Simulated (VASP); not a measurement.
# NaI (Fm-3m) in VASP: notebook

The runs below take NaI through relaxation of the atoms, with PBE.

Program: VASP 6.6.1. These are calculated values, not measurements. Logs are shortened: lines on timing, memory, paths and dates and some standing lists are left out, and cuts for length are marked.

**1. The undisturbed crystal**

It takes space group Fm-3m (No. 225, cubic). The conventional cell has a = 6.473 Å, b = 6.473 Å, c = 6.473 Å, α = 90.00°, β = 90.00°, γ = 90.00°. Na (site symmetry m-3m) has 6 I at 3.24 Å as nearest neighbours. I (site symmetry m-3m) is surrounded by 6 Na at 3.24 Å.

**2. Relaxation of the atoms, PBE (a relaxed cell with its volume scaled by 0.94)**

INCAR

```
SYSTEM = NaI
PREC     = Accurate       ! precision mode
ENCUT    = 300            ! plane-wave cutoff, eV
EDIFF    = 1E-7           ! SCF threshold, eV
ISMEAR   = 0              ! smearing method
SIGMA    = 0.03           ! smearing width, eV
LREAL    = .FALSE.        ! projectors in reciprocal space
LASPH    = .TRUE.         ! aspherical terms in the spheres
NELM     = 80             ! most SCF steps
ALGO     = Normal         ! electronic algorithm
ISIF     = 2              ! what is computed and relaxed
LWAVE    = .FALSE.        ! write WAVECAR
LCHARG   = .FALSE.        ! write CHGCAR
GGA      = PE             ! functional
IBRION   = 2              ! ionic algorithm
NSW      = 40             ! ionic steps
EDIFFG   = -0.01          ! ionic threshold
```

KPOINTS

```
Automatic mesh
0
G
  4 4 4
  0 0 0
```

POSCAR

```
NaI                                     
1.0
    0.0000000000      3.1885755711      3.1885755711
    3.1885755711      0.0000000000      3.1885755711
    3.1885755711      3.1885755711      0.0000000000
  Na              I             
     1     1
Direct
     0.0000000000000000    0.0000000000000000    0.0000000000000000
     0.5000000000000000    0.5000000000000000    0.5000000000000000
```

Potentials or basis: VASP PAW PBE potentials, release 64 (Na, I).

Launch:

```
> cat potpaw_PBE.64/Na/POTCAR potpaw_PBE.64/I/POTCAR > POTCAR
> mpirun -np 1 vasp_std > vasp.out
```

OUTCAR:

```text
SYSTEM = NaI
   PREC = Accurate
   ENCUT = 300
   EDIFF = 1E-7
   ISMEAR = 0
   LREAL = .FALSE.
   LASPH = .TRUE.
   NELM = 80
   ISIF = 2
   GGA = PE
   IBRION = 2
   NSW = 40
   EDIFFG = -0.01

 ion  position               nearest neighbor table
   1  0.000  0.000  0.000-   2 3.19   2 3.19   2 3.19   2 3.19   2 3.19   2 3.19
   2  0.500  0.500  0.500-   1 3.19   1 3.19   1 3.19   1 3.19   1 3.19   1 3.19

  LATTYP: Found a face centered cubic cell.
 ALAT       =     6.3771511422

  Lattice vectors:

 A1 = (   0.0000000000,   3.1885755711,   3.1885755711)
 A2 = (   3.1885755711,   0.0000000000,   3.1885755711)
 A3 = (   3.1885755711,   3.1885755711,   0.0000000000)

Analysis of symmetry for initial positions (statically):
=====================================================================
 Subroutine PRICEL returns:
 Original cell was already a primitive cell.

 Routine SETGRP: Setting up the symmetry group for a
 face centered cubic supercell.

 Subroutine GETGRP returns: Found 48 space group operations
 (whereof 48 operations were pure point group operations)
 out of a pool of 48 trial point group operations.

The static configuration has the point symmetry O_h .

Analysis of symmetry for dynamics (positions and initial velocities):
=====================================================================
 Subroutine PRICEL returns:
 Original cell was already a primitive cell.

 Routine SETGRP: Setting up the symmetry group for a
 face centered cubic supercell.

 Subroutine GETGRP returns: Found 48 space group operations
 (whereof 48 operations were pure point group operations)
 out of a pool of 48 trial point group operations.

The dynamic configuration has the point symmetry O_h .

 Subroutine INISYM returns: Found 48 space group operations
 (whereof 48 operations are pure point group operations),
 and found     1 'primitive' translations

----------------------------------------------------------------------------------------

                                     Primitive cell

  volume of cell :      64.8366

  direct lattice vectors                    reciprocal lattice vectors
     0.000000000  3.188575571  3.188575571    -0.156809832  0.156809832  0.156809832
     3.188575571  0.000000000  3.188575571     0.156809832 -0.156809832  0.156809832
     3.188575571  3.188575571  0.000000000     0.156809832  0.156809832 -0.156809832

  length of vectors
     4.509326817  4.509326817  4.509326817     0.271602596  0.271602596  0.271602596

  position of ions in fractional coordinates (direct lattice)
     0.000000000  0.000000000  0.000000000
     0.500000000  0.500000000  0.500000000

  ion indices of the primitive-cell ions
   primitive index   ion index
                 1           1
                 2           2

----------------------------------------------------------------------------------------

 KPOINTS: Automatic mesh

Automatic generation of k-mesh.
 Grid dimensions read from file:
 generate k-points for:    4    4    4

 Generating k-lattice:

  Cartesian coordinates                     Fractional coordinates (reciprocal lattice)
    -0.039202458  0.039202458  0.039202458     0.250000000  0.000000000  0.000000000
     0.039202458 -0.039202458  0.039202458     0.000000000  0.250000000  0.000000000
     0.039202458  0.039202458 -0.039202458     0.000000000  0.000000000  0.250000000

  Length of vectors
     0.067900649  0.067900649  0.067900649

  Shift w.r.t. Gamma in fractional coordinates (k-lattice)
     0.000000000  0.000000000  0.000000000

 Subroutine IBZKPT returns following result:
 ===========================================

 Found      8 irreducible k-points:

 Following reciprocal coordinates:
            Coordinates               Weight
  0.000000  0.000000  0.000000      1.000000
  0.250000  0.000000  0.000000      8.000000
  0.500000  0.000000  0.000000      4.000000
  0.250000  0.250000  0.000000      6.000000
  0.500000  0.250000  0.000000     24.000000
 -0.250000  0.250000  0.000000     12.000000
  0.500000  0.500000  0.000000      3.000000
 -0.250000  0.500000  0.250000      6.000000
   k-points           NKPTS =      8   k-points in BZ     NKDIM =      8   number of bands    NBANDS=      8
   number of dos      NEDOS =    301   number of ions     NIONS =      2
   total plane-waves  NPLWV =  21952
   dimension x,y,z NGX =    28 NGY =   28 NGZ =   28
   dimension x,y,z NGXF=    56 NGYF=   56 NGZF=   56
   ions per type =               1   1
   NGX,Y,Z   is equivalent  to a cutoff of  10.32, 10.32, 10.32 a.u.
   NGXF,Y,Z  is equivalent  to a cutoff of  20.65, 20.65, 20.65 a.u.
 SYSTEM =  NaI
   PREC   = accura    normal or accurate (medium, high low for compatibility)
   ISTART =      0    job   : 0-new  1-cont  2-samecut
   ICHARG =      2    charge: 1-file 2-atom 10-const
   ISPIN  =      1    spin polarized calculation?
   LNONCOLLINEAR =      F non collinear calculations
   LSORBIT =      F    spin-orbit coupling
   LASPH  =      T    aspherical Exc in radial PAW
   ENCUT  =  300.0 eV  22.05 Ry    4.70 a.u.   6.37  6.37  6.37*2*pi/ulx,y,z
   NELM   =     80;   NELMIN=  2; NELMDL= -5     # of ELM steps
   EDIFF  = 0.1E-06   stopping-criterion for ELM
   LREAL  =      F    real-space projection
   EDIFFG = -.1E-01   stopping-criterion for IOM
   NSW    =     40    number of steps for IOM
   IBRION =      2    ionic relax: 0-MD 1-quasi-New 2-CG
   NFREE  =      1    steps in history (QN), initial steepest desc. (CG)
   ISIF   =      2    stress and relaxation
   ISYM   =      2    0-nonsym 1-usesym 2-fastsym
   POTIM  = 0.5000    time-step for ionic-motion
   TEBEG  =    0.0;   TEEND  =   0.0 temperature during run
   PSTRESS=    0.0 pullay stress
   NELECT =       8.0000    total number of electrons
   NUPDOWN=      -1.0000    fix difference up-down
   EMIN   =  10.00;   EMAX   =-10.00  energy-range for DOS
   EFERMI =   0.00;   METHOD = LEGACY
   ISMEAR =     0;   SIGMA  =   0.03  broadening in eV -4-tet -1-fermi 0-gaus
   EFERMI_NEDOS =   21; number of points for ismear=-14 and -15
   IALGO  =     38    algorithm
   IMIX   =      4    mixing-type and parameters
     AMIX     =   0.40;   BMIX     =  1.00
     AMIX_MAG =   1.60;   BMIX_MAG =  1.00
  volume/ion in A,a.u.               =      32.42       218.77
  Fermi-wavevector in a.u.,A,eV,Ry     =   0.815013  1.540152  9.037628  0.664247
  Thomas-Fermi vector in A             =   1.925025
   LORBIT       =      0    0 simple, 1 ext, 2 COOP (PROOUT), +10 PAW based schemes
   GGA     = PE    functional components
   LHFCALC =     F    Hartree Fock is set to
   AEXX    =    0.0000 exact exchange contribution
   IVDW    =     0    specifies the selected vdW correction
   LEPSILON=     F    determine dielectric tensor
   LRPA    =     F    only Hartree local field effects (RPA)
 conjugate gradient relaxation of ions
 non-spin polarized calculation
 Gauss-broadening in eV      SIGMA  =   0.03
  energy-cutoff  :      300.00
  volume of cell :       64.84
 maximum number of plane-waves:       778
 NGX is ok and might be reduce to    28
   NGX = 13   NGY = 13   NGZ = 13

 number of electron       8.0000000 magnetization

 Free energy of the ion-electron system (eV)
  ---------------------------------------------------
  ext. energy  EPLUGINS =         0.00000000
  ---------------------------------------------------
  free energy    TOTEN  =        -5.38443011 eV

  energy without entropy =       -5.38443011  energy(sigma->0) =       -5.38443011

 E-fermi :   1.4448     XC(G=0):  -7.7448

 val. band max:        1.2742663208   @ k =   0.0000   0.0000   0.0000
 cond. band min:       5.0287605260   @ k =   0.0000   0.0000   0.0000
 fundamental gap:      3.7544942053
 Fermi energy:         1.4447530436

 k-point     1 :       0.0000    0.0000    0.0000
  band No.  band energies     occupation
      1      -9.8592      2.00000
      2       1.2743      2.00000
      3       1.2743      2.00000
      4       1.2743      2.00000
      5       5.0288      0.00000
      6       9.1992      0.00000
      7       9.1992      0.00000
      8       9.1992      0.00000

 k-point     2 :       0.2500    0.0000    0.0000
  band No.  band energies     occupation
      1      -9.6928      2.00000
      2      -0.1139      2.00000
      3       1.1133      2.00000
      4       1.1133      2.00000
      5       6.3042      0.00000
      6       8.8712      0.00000
      7       9.2577      0.00000
      8       9.2577      0.00000

 k-point     3 :       0.5000    0.0000    0.0000
  band No.  band energies     occupation
      1      -9.5108      2.00000
      2      -1.0709      2.00000
      3       0.9669      2.00000
      4       0.9669      2.00000
      5       6.3716      0.00000
      6       8.7332      0.00000
      7       8.7332      0.00000
      8      10.3205      0.00000

 k-point     4 :       0.2500    0.2500    0.0000
  band No.  band energies     occupation
      1      -9.6413      2.00000
      2      -0.0390      2.00000
      3       0.8313      2.00000
      4       0.8313      2.00000
      5       6.6877      0.00000
      6       7.5636      0.00000
      7       8.9495      0.00000
      8      10.5623      0.00000

 k-point     5 :       0.5000    0.2500    0.0000
  band No.  band energies     occupation
      1      -9.4630      2.00000
      2      -0.6845      2.00000
      3       0.2651      2.00000
      4       0.6978      2.00000
      5       6.7761      0.00000
      6       8.0342      0.00000
      7       9.2326      0.00000
      8      10.0349      0.00000

 k-point     6 :      -0.2500    0.2500    0.0000
  band No.  band energies     occupation
      1      -9.5194      2.00000
      2      -0.5326      2.00000
      3       0.2167      2.00000
      4       0.9590      2.00000
      5       7.5304      0.00000
      6       8.2908      0.00000
      7       8.7079      0.00000
      8       9.4745      0.00000

 k-point     7 :       0.5000    0.5000    0.0000
  band No.  band energies     occupation
      1      -9.4125      2.00000
      2      -0.7914      2.00000
      3       0.4627      2.00000
      4       0.4627      2.00000
      5       5.7848      0.00000
      6       6.7426      0.00000
      7      11.4100      0.00000
      8      12.7280      0.00000

 k-point     8 :      -0.2500    0.5000    0.2500
  band No.  band energies     occupation
      1      -9.4058      2.00000
      2      -0.2586      2.00000
      3      -0.2586      2.00000
      4       0.2632      2.00000
      5       7.1870      0.00000
      6       8.8054      0.00000
      7       8.8054      0.00000
      8       9.2621      0.00000

------------------------ aborting loop because EDIFF is reached ----------------------------------------

  FORCE on cell =-STRESS in cart. coord.  units (eV):
  Direction    XX          YY          ZZ          XY          YZ          ZX
  --------------------------------------------------------------------------------------
  -------------------------------------------------------------------------------------
  Total        0.4458295      0.4458295      0.4458295      0.0000000      0.0000000     -0.0000000
  in kB       11.0168947     11.0168947     11.0168947      0.0000000      0.0000000     -0.0000000
  external PRESSURE =      11.0168947 kB  Pullay stress =       0.0000000 kB

 VOLUME and BASIS-vectors are now :
 -----------------------------------------------------------------------------
  energy-cutoff  :      300.00
  volume of cell :       64.84
      direct lattice vectors                 reciprocal lattice vectors
     0.000000000  3.188575571  3.188575571    -0.156809832  0.156809832  0.156809832
     3.188575571  0.000000000  3.188575571     0.156809832 -0.156809832  0.156809832
     3.188575571  3.188575571  0.000000000     0.156809832  0.156809832 -0.156809832

 POSITION                                       TOTAL-FORCE (eV/Angst)
 -----------------------------------------------------------------------------------
      0.00000      0.00000      0.00000        -0.000000     -0.000000     -0.000000
      3.18858      3.18858      3.18858         0.000000      0.000000      0.000000
 -----------------------------------------------------------------------------------
    total drift:                                0.000000      0.000000      0.000000

  FREE ENERGIE OF THE ION-ELECTRON SYSTEM (eV)
  ---------------------------------------------------
  free  energy   TOTEN  =        -5.3844301102 eV

  energy  without entropy=       -5.3844301102  energy(sigma->0) =       -5.38443011

 reached required accuracy - stopping structural energy minimisation
```

Run time: 3.2 s. Hardware: 1 thread of Intel Xeon Platinum 8488C (Sapphire Rapids), shared host; peak memory 0.14 GiB.

What came out:

```
Free energy             : -5.3844 eV
Pressure after relaxing : 1.1 GPa
Band gap on the k mesh  : 3.75 eV, direct
```

Final structure:
```
CELL_PARAMETERS angstrom
0.00000 3.18858 3.18858
3.18858 0.00000 3.18858
3.18858 3.18858 0.00000
ATOMIC_POSITIONS crystal
Na 0.00000 0.00000 0.00000
I 0.50000 0.50000 0.50000
```

Caveat: the k mesh is coarse (spacing up to 0.43 Å⁻¹), so the values aren't converged; the relaxation stopped at its first step, so nothing moved; spin-orbit coupling is left out, which moves the levels of the heavy elements.

[end of part 1 of 2]
